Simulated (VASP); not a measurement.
# CdSe (F-43m) in VASP: settings compared

One crystal, CdSe, is run at these levels: PBEsol, LDA; tasks: relaxation of cell and atoms.

Program: VASP 6.6.1. These are calculated values, not measurements. Logs are shortened: lines on timing, memory, paths and dates and some standing lists are left out, and cuts for length are marked.

## 1. Starting point

The structure is cubic, space group F-43m (No. 216). The conventional cell has a = 6.141 Å, b = 6.141 Å, c = 6.141 Å, α = 90.00°, β = 90.00°, γ = 90.00°. Around Cd (site symmetry -43m) lie 4 Se at 2.66 Å. Se (site symmetry -43m) has 4 Cd at 2.66 Å as nearest neighbours.

Measurements of this composition are mostly on another form, of space group No. 186.

## 2. Relaxation of cell and atoms, PBEsol

File INCAR:

```
  PREC = Accurate
  ENCUT = 600
  EDIFF = 1E-6
  ISMEAR = 0
  SIGMA = 0.03
  LREAL = F
  LASPH = T
  NELM = 80
  ALGO = Normal
  ISIF = 3
  LWAVE = F
  LCHARG = F
  GGA = PS
  IBRION = 2
  NSW = 90
  EDIFFG = -0.01
```

File KPOINTS:

```
regular mesh
0
Gamma
  8 8 8
```

File POSCAR:

```
CdSe
1.0
    0.0000000000      3.0702711986      3.0702711986
    3.0702711986      0.0000000000      3.0702711986
    3.0702711986      3.0702711986      0.0000000000
Cd Se
1 1
Direct
    0.0000000000      0.0000000000      0.0000000000
    0.7500000000      0.7500000000      0.7500000000
```

Potentials or basis: VASP PAW PBE potentials, release 64 (Cd, Se).

Command:

```console
$ cat potpaw_PBE.64/Cd/POTCAR potpaw_PBE.64/Se/POTCAR > POTCAR
$ mpirun -np 1 vasp_std > vasp.out
```

OUTCAR:

```text
PREC = Accurate
   ENCUT = 600
   EDIFF = 1E-6
   ISMEAR = 0
   LREAL = F
   LASPH = T
   NELM = 80
   ISIF = 3
   GGA = PS
   IBRION = 2
   NSW = 90
   EDIFFG = -0.01

 ion  position               nearest neighbor table
   1  0.000  0.000  0.000-   2 2.66   2 2.66   2 2.66   2 2.66
   2  0.750  0.750  0.750-   1 2.66   1 2.66   1 2.66   1 2.66

  LATTYP: Found a face centered cubic cell.
 ALAT       =     6.1405423972

  Lattice vectors:

 A1 = (   0.0000000000,   3.0702711986,   3.0702711986)
 A2 = (   3.0702711986,   0.0000000000,   3.0702711986)
 A3 = (   3.0702711986,   3.0702711986,   0.0000000000)

Analysis of symmetry for initial positions (statically):
=====================================================================
 Subroutine PRICEL returns:
 Original cell was already a primitive cell.

 Routine SETGRP: Setting up the symmetry group for a
 face centered cubic supercell.

 Subroutine GETGRP returns: Found 24 space group operations
 (whereof 24 operations were pure point group operations)
 out of a pool of 48 trial point group operations.

The static configuration has the point symmetry T_d .

Analysis of symmetry for dynamics (positions and initial velocities):
=====================================================================
 Subroutine PRICEL returns:
 Original cell was already a primitive cell.

 Routine SETGRP: Setting up the symmetry group for a
 face centered cubic supercell.

 Subroutine GETGRP returns: Found 24 space group operations
 (whereof 24 operations were pure point group operations)
 out of a pool of 48 trial point group operations.

The dynamic configuration has the point symmetry T_d .

 Subroutine INISYM returns: Found 24 space group operations
 (whereof 24 operations are pure point group operations),
 and found     1 'primitive' translations

----------------------------------------------------------------------------------------

                                     Primitive cell

  volume of cell :      57.8842

  direct lattice vectors                    reciprocal lattice vectors
     0.000000000  3.070271199  3.070271199    -0.162852063  0.162852063  0.162852063
     3.070271199  0.000000000  3.070271199     0.162852063 -0.162852063  0.162852063
     3.070271199  3.070271199  0.000000000     0.162852063  0.162852063 -0.162852063

  length of vectors
     4.342019169  4.342019169  4.342019169     0.282068048  0.282068048  0.282068048

  position of ions in fractional coordinates (direct lattice)
     0.000000000  0.000000000  0.000000000
     0.750000000  0.750000000  0.750000000

  ion indices of the primitive-cell ions
   primitive index   ion index
                 1           1
                 2           2

----------------------------------------------------------------------------------------

 KPOINTS: regular mesh

Automatic generation of k-mesh.
 Grid dimensions read from file:
 generate k-points for:    8    8    8

 Generating k-lattice:

  Cartesian coordinates                     Fractional coordinates (reciprocal lattice)
    -0.020356508  0.020356508  0.020356508     0.125000000  0.000000000  0.000000000
     0.020356508 -0.020356508  0.020356508     0.000000000  0.125000000  0.000000000
     0.020356508  0.020356508 -0.020356508     0.000000000  0.000000000  0.125000000

  Length of vectors
     0.035258506  0.035258506  0.035258506

  Shift w.r.t. Gamma in fractional coordinates (k-lattice)
     0.000000000  0.000000000  0.000000000

 Subroutine IBZKPT returns following result:
 ===========================================

 Found     29 irreducible k-points:

 Following reciprocal coordinates:
            Coordinates               Weight
  0.000000  0.000000  0.000000      1.000000
  0.125000  0.000000  0.000000      8.000000
  0.250000  0.000000  0.000000      8.000000
  0.375000  0.000000  0.000000      8.000000
  0.500000  0.000000  0.000000      4.000000
  0.125000  0.125000  0.000000      6.000000
[... 16 lines left out ...]
  0.500000  0.250000  0.125000     48.000000
 -0.375000  0.250000  0.125000     24.000000
 [... further k-points ...]
   k-points           NKPTS =     29   k-points in BZ     NKDIM =     29   number of bands    NBANDS=     13
   number of dos      NEDOS =    301   number of ions     NIONS =      2
   total plane-waves  NPLWV =  46656
   dimension x,y,z NGX =    36 NGY =   36 NGZ =   36
   dimension x,y,z NGXF=    72 NGYF=   72 NGZF=   72
   ions per type =               1   1
   NGX,Y,Z   is equivalent  to a cutoff of  13.78, 13.78, 13.78 a.u.
   NGXF,Y,Z  is equivalent  to a cutoff of  27.57, 27.57, 27.57 a.u.
 SYSTEM =  unknown system
   PREC   = accura    normal or accurate (medium, high low for compatibility)
   ISTART =      0    job   : 0-new  1-cont  2-samecut
   ICHARG =      2    charge: 1-file 2-atom 10-const
   ISPIN  =      1    spin polarized calculation?
   LNONCOLLINEAR =      F non collinear calculations
   LSORBIT =      F    spin-orbit coupling
   LASPH  =      T    aspherical Exc in radial PAW
   ENCUT  =  600.0 eV  44.10 Ry    6.64 a.u.   8.67  8.67  8.67*2*pi/ulx,y,z
   NELM   =     80;   NELMIN=  2; NELMDL= -5     # of ELM steps
   EDIFF  = 0.1E-05   stopping-criterion for ELM
   LREAL  =      F    real-space projection
   EDIFFG = -.1E-01   stopping-criterion for IOM
   NSW    =     90    number of steps for IOM
   IBRION =      2    ionic relax: 0-MD 1-quasi-New 2-CG
   NFREE  =      1    steps in history (QN), initial steepest desc. (CG)
   ISIF   =      3    stress and relaxation
   ISYM   =      2    0-nonsym 1-usesym 2-fastsym
   POTIM  = 0.5000    time-step for ionic-motion
   TEBEG  =    0.0;   TEEND  =   0.0 temperature during run
   PSTRESS=    0.0 pullay stress
   NELECT =      18.0000    total number of electrons
   NUPDOWN=      -1.0000    fix difference up-down
   EMIN   =  10.00;   EMAX   =-10.00  energy-range for DOS
   EFERMI =   0.00;   METHOD = LEGACY
   ISMEAR =     0;   SIGMA  =   0.03  broadening in eV -4-tet -1-fermi 0-gaus
   EFERMI_NEDOS =   21; number of points for ismear=-14 and -15
   IALGO  =     38    algorithm
   IMIX   =      4    mixing-type and parameters
     AMIX     =   0.40;   BMIX     =  1.00
     AMIX_MAG =   1.60;   BMIX_MAG =  1.00
  volume/ion in A,a.u.               =      28.94       195.31
  Fermi-wavevector in a.u.,A,eV,Ry     =   1.109121  2.095935 16.737199  1.230149
  Thomas-Fermi vector in A             =   2.245657
   LORBIT       =      0    0 simple, 1 ext, 2 COOP (PROOUT), +10 PAW based schemes
   GGA     = PS    functional components
   LHFCALC =     F    Hartree Fock is set to
   AEXX    =    0.0000 exact exchange contribution
   IVDW    =     0    specifies the selected vdW correction
   LEPSILON=     F    determine dielectric tensor
   LRPA    =     F    only Hartree local field effects (RPA)
 conjugate gradient relaxation of ions
 non-spin polarized calculation
 Gauss-broadening in eV      SIGMA  =   0.03
  energy-cutoff  :      600.00
  volume of cell :       57.88
 maximum number of plane-waves:      1964
   NGX = 17   NGY = 17   NGZ = 17

--------------------------------------- Ionic step        1  -------------------------------------------

 number of electron      17.9999997 magnetization

 Free energy of the ion-electron system (eV)
  ---------------------------------------------------
  ext. energy  EPLUGINS =         0.00000000
  ---------------------------------------------------
  free energy    TOTEN  =        -6.17286312 eV

  energy without entropy =       -6.17286312  energy(sigma->0) =       -6.17286312

------------------------ aborting loop because EDIFF is reached ----------------------------------------

  FORCE on cell =-STRESS in cart. coord.  units (eV):
  Direction    XX          YY          ZZ          XY          YZ          ZX
  --------------------------------------------------------------------------------------
  -------------------------------------------------------------------------------------
  Total       -0.4149456     -0.4149456     -0.4149456      0.0000000      0.0000000     -0.0000000
  in kB      -11.4852776    -11.4852776    -11.4852776      0.0000000      0.0000000     -0.0000000
  external PRESSURE =     -11.4852776 kB  Pullay stress =       0.0000000 kB
[... 57 lines left out ...]
  energy  without entropy=       -6.1773767329  energy(sigma->0) =       -6.17737673

--------------------------------------- Ionic step        3  -------------------------------------------

 number of electron      17.9999998 magnetization

 Free energy of the ion-electron system (eV)
  ---------------------------------------------------
  ext. energy  EPLUGINS =         0.00000000
  ---------------------------------------------------
  free energy    TOTEN  =        -6.17779991 eV

  energy without entropy =       -6.17779991  energy(sigma->0) =       -6.17779991

 E-fermi :   0.9437     XC(G=0):  -9.0767

 val. band max:        0.7726891982   @ k =   0.0000   0.0000   0.0000
 cond. band min:       1.2456264324   @ k =   0.0000   0.0000   0.0000
 fundamental gap:      0.4729372342
 Fermi energy:         0.9437165335

 k-point     1 :       0.0000    0.0000    0.0000
  band No.  band energies     occupation
      1     -11.8234      2.00000
      2      -7.1244      2.00000
      3      -7.1244      2.00000
      4      -7.1244      2.00000
      5      -6.7484      2.00000
      6      -6.7484      2.00000
      7       0.7727      2.00000
      8       0.7727      2.00000
      9       0.7727      2.00000
     10       1.2456      0.00000
     11       6.6273      0.00000
     12       6.6273      0.00000
     13       6.6273      0.00000
[... 353 lines left out ...]
 k-point    24 :      -0.3750    0.2500    0.1250
  band No.  band energies     occupation
      1     -11.3891      2.00000
      2      -6.9947      2.00000
      3      -6.9695      2.00000
      4      -6.7690      2.00000
      5      -6.7324      2.00000
      6      -6.3724      2.00000
      7      -3.3966      2.00000
      8      -1.2299      2.00000
      9      -0.4585      2.00000
     10       4.5510      0.00000
     11       6.1173      0.00000
     12       7.5140      0.00000
     13       8.6707      0.00000

 [... further k-points ...]
[... 5 lines left out ...]
  --------------------------------------------------------------------------------------
  -------------------------------------------------------------------------------------
  Total        0.0076706      0.0076706      0.0076706      0.0000000      0.0000000      0.0000000
  in kB        0.2173853      0.2173853      0.2173853      0.0000000      0.0000000      0.0000000
  external PRESSURE =       0.2173853 kB  Pullay stress =       0.0000000 kB
[... 17 lines left out ...]
  FREE ENERGIE OF THE ION-ELECTRON SYSTEM (eV)
  ---------------------------------------------------
  free  energy   TOTEN  =        -6.1777999055 eV

  energy  without entropy=       -6.1777999055  energy(sigma->0) =       -6.17779991

 reached required accuracy - stopping structural energy minimisation
```

It took 22 s on 1 thread of Intel Xeon 6975P-C (Granite Rapids), shared host; peak memory 0.23 GiB.

Results:

| Item | Value |
| --- | --- |
| Free energy | -6.1778 eV |
| Relaxed volume | 28.27 Å³/atom |
| Relaxed cell | a = 4.308 Å, b = 4.308 Å, c = 4.308 Å, α = 60.00°, β = 60.00°, γ = 60.00° |
| Space group after relaxing (to 0.05 Å) | F-43m (No. 216) |
| Energy gained by relaxing | 2.5 meV/atom |
| Ionic steps | 3 |
| Pressure after relaxing | 0.0 GPa |
| Band gap on the k mesh | 0.47 eV, direct |

Step by step:
| step | energy change (eV) | largest force (eV/Å) | pressure (GPa) | volume (Å³) |
| --- | --- | --- | --- | --- |
| 1 | 0.0000 | 0.0000 | -1.15 | 57.88 |
| 2 | -0.0045 | 0.0000 | 0.33 | 56.16 |
| 3 | -0.0049 | 0.0000 | 0.02 | 56.53 |

Final structure:
```xyz
2
Lattice="0.0000 3.0462 3.0462 3.0462 0.0000 3.0462 3.0462 3.0462 0.0000" Properties=species:S:1:pos:R:3 pbc="T T T"
Cd    0.0000    0.0000    0.0000
Se    4.5693    4.5693    4.5693
```

Caveat: the PAW data sets were made with another functional, which shifts forces and pressure a little.

## 3. Relaxation of cell and atoms, PBEsol

This run uses another cell than the first one, of 28.27 Å³/atom, 0.977 times its volume.

INCAR: that of step 2 with these lines changed.

```diff
@@ -2,3 +2,3 @@
   ENCUT = 600
-  EDIFF = 1E-6
+  EDIFF = 1E-7
   ISMEAR = 0
@@ -15,2 +15,2 @@
   NSW = 90
-  EDIFFG = -0.01
+  EDIFFG = -0.005
```

KPOINTS is that of step 2.

File POSCAR:

```
CdSe                                    
1.0
    0.0000000000      3.0462087289      3.0462087289
    3.0462087289      0.0000000000      3.0462087289
    3.0462087289      3.0462087289     -0.0000000000
  Cd              Se            
     1     1
Direct
     0.0000000000000000    0.0000000000000000    0.0000000000000000
     0.7500000000000000    0.7500000000000000    0.7500000000000000
```

Potentials or basis: VASP PAW PBE potentials, release 64 (Cd, Se).

Command:

```console
$ cat potpaw_PBE.64/Cd/POTCAR potpaw_PBE.64/Se/POTCAR > POTCAR
$ mpirun -np 1 vasp_std > vasp.out
```

OUTCAR:

```text
PREC = Accurate
   ENCUT = 600
   EDIFF = 1E-7
   ISMEAR = 0
   LREAL = F
   LASPH = T
   NELM = 80
   ISIF = 3
   GGA = PS
   IBRION = 2
   NSW = 90
   EDIFFG = -0.005

 ion  position               nearest neighbor table
   1  0.000  0.000  0.000-   2 2.64   2 2.64   2 2.64   2 2.64
   2  0.750  0.750  0.750-   1 2.64   1 2.64   1 2.64   1 2.64

  LATTYP: Found a face centered cubic cell.
 ALAT       =     6.0924174578

  Lattice vectors:

 A1 = (   0.0000000000,   3.0462087289,   3.0462087289)
 A2 = (   3.0462087289,   0.0000000000,   3.0462087289)
 A3 = (   3.0462087289,   3.0462087289,   0.0000000000)

Analysis of symmetry for initial positions (statically):
=====================================================================
 Subroutine PRICEL returns:
 Original cell was already a primitive cell.

 Routine SETGRP: Setting up the symmetry group for a
 face centered cubic supercell.

 Subroutine GETGRP returns: Found 24 space group operations
 (whereof 24 operations were pure point group operations)
 out of a pool of 48 trial point group operations.

The static configuration has the point symmetry T_d .

Analysis of symmetry for dynamics (positions and initial velocities):
=====================================================================
 Subroutine PRICEL returns:
 Original cell was already a primitive cell.

 Routine SETGRP: Setting up the symmetry group for a
 face centered cubic supercell.

 Subroutine GETGRP returns: Found 24 space group operations
 (whereof 24 operations were pure point group operations)
 out of a pool of 48 trial point group operations.

The dynamic configuration has the point symmetry T_d .

 Subroutine INISYM returns: Found 24 space group operations
 (whereof 24 operations are pure point group operations),
 and found     1 'primitive' translations

----------------------------------------------------------------------------------------

                                     Primitive cell

[... 117 lines left out ...]
   AEXX    =    0.0000 exact exchange contribution
   IVDW    =     0    specifies the selected vdW correction
   LEPSILON=     F    determine dielectric tensor
   LRPA    =     F    only Hartree local field effects (RPA)
 conjugate gradient relaxation of ions
 non-spin polarized calculation
 Gauss-broadening in eV      SIGMA  =   0.03
  energy-cutoff  :      600.00
  volume of cell :       56.53
 maximum number of plane-waves:      1917
 NGX is ok and might be reduce to    36
   NGX = 17   NGY = 17   NGZ = 17

 number of electron      17.9999998 magnetization

 Free energy of the ion-electron system (eV)
  ---------------------------------------------------
  ext. energy  EPLUGINS =         0.00000000
  ---------------------------------------------------
  free energy    TOTEN  =        -6.17735950 eV

  energy without entropy =       -6.17735950  energy(sigma->0) =       -6.17735950

 E-fermi :   0.9440     XC(G=0):  -9.0765

 val. band max:        0.7730132110   @ k =   0.0000   0.0000   0.0000
 cond. band min:       1.2458713071   @ k =   0.0000   0.0000   0.0000
 fundamental gap:      0.4728580961
 Fermi energy:         0.9439675791

 k-point     1 :       0.0000    0.0000    0.0000
  band No.  band energies     occupation
      1     -11.8230      2.00000
      2      -7.1239      2.00000
      3      -7.1239      2.00000
      4      -7.1239      2.00000
      5      -6.7480      2.00000
      6      -6.7480      2.00000
      7       0.7730      2.00000
      8       0.7730      2.00000
      9       0.7730      2.00000
     10       1.2459      0.00000
     11       6.6274      0.00000
     12       6.6274      0.00000
     13       6.6274      0.00000
[... 354 lines left out ...]
  band No.  band energies     occupation
      1     -11.3887      2.00000
      2      -6.9943      2.00000
      3      -6.9690      2.00000
      4      -6.7685      2.00000
      5      -6.7319      2.00000
      6      -6.3719      2.00000
      7      -3.3964      2.00000
      8      -1.2296      2.00000
      9      -0.4582      2.00000
     10       4.5511      0.00000
     11       6.1176      0.00000
     12       7.5143      0.00000
     13       8.6709      0.00000

 [... further k-points ...]
[... 5 lines left out ...]
  --------------------------------------------------------------------------------------
  -------------------------------------------------------------------------------------
  Total        0.0034191      0.0034191      0.0034191      0.0000000      0.0000000     -0.0000000
  in kB        0.0968983      0.0968983      0.0968983      0.0000000      0.0000000     -0.0000000
  external PRESSURE =       0.0968983 kB  Pullay stress =       0.0000000 kB

 VOLUME and BASIS-vectors are now :
 -----------------------------------------------------------------------------
  energy-cutoff  :      600.00
  volume of cell :       56.53
      direct lattice vectors                 reciprocal lattice vectors
     0.000000000  3.046208729  3.046208729    -0.164138457  0.164138457  0.164138457
     3.046208729  0.000000000  3.046208729     0.164138457 -0.164138457  0.164138457
     3.046208729  3.046208729  0.000000000     0.164138457  0.164138457 -0.164138457

 POSITION                                       TOTAL-FORCE (eV/Angst)
 -----------------------------------------------------------------------------------
      0.00000      0.00000      0.00000         0.000000      0.000000      0.000000
      4.56931      4.56931      4.56931        -0.000000     -0.000000     -0.000000
 -----------------------------------------------------------------------------------
    total drift:                                0.000000      0.000000      0.000000

  FREE ENERGIE OF THE ION-ELECTRON SYSTEM (eV)
  ---------------------------------------------------
  free  energy   TOTEN  =        -6.1773595022 eV

  energy  without entropy=       -6.1773595022  energy(sigma->0) =       -6.17735950

 reached required accuracy - stopping structural energy minimisation
```

It took 11 s on 1 thread of Intel Xeon 6975P-C (Granite Rapids), shared host; peak memory 0.21 GiB.

Results:

```yaml
Free_energy: -6.1774 eV
Pressure_after_relaxing: 0.0 GPa
Band_gap_on_the_k_mesh: 0.47 eV, direct
```

Final structure:
```
Cd Se
1.0
     0.00000    3.04621    3.04621
     3.04621    0.00000    3.04621
     3.04621    3.04621    0.00000
Cd Se
1 1
Direct
  0.00000 0.00000 0.00000
  0.75000 0.75000 0.75000
```

Levels at points of the mesh, in eV from the valence-band top:
```csv
k point,band 7,band 8,band 9,band 10,band 11,band 12
"(0.00, 0.00, 0.00)",0.00,0.00,0.00,0.47,5.85,5.85
"(0.50, 0.00, 0.00)",-4.42,-0.75,-0.75,2.28,6.36,6.36
"(0.50, 0.50, 0.00)",-4.11,-1.86,-1.86,3.01,3.67,8.96
```

Caveat: the relaxation stopped at its first step, so nothing moved; the PAW data sets were made with another functional, which shifts forces and pressure a little.

[end of part 1 of 2]
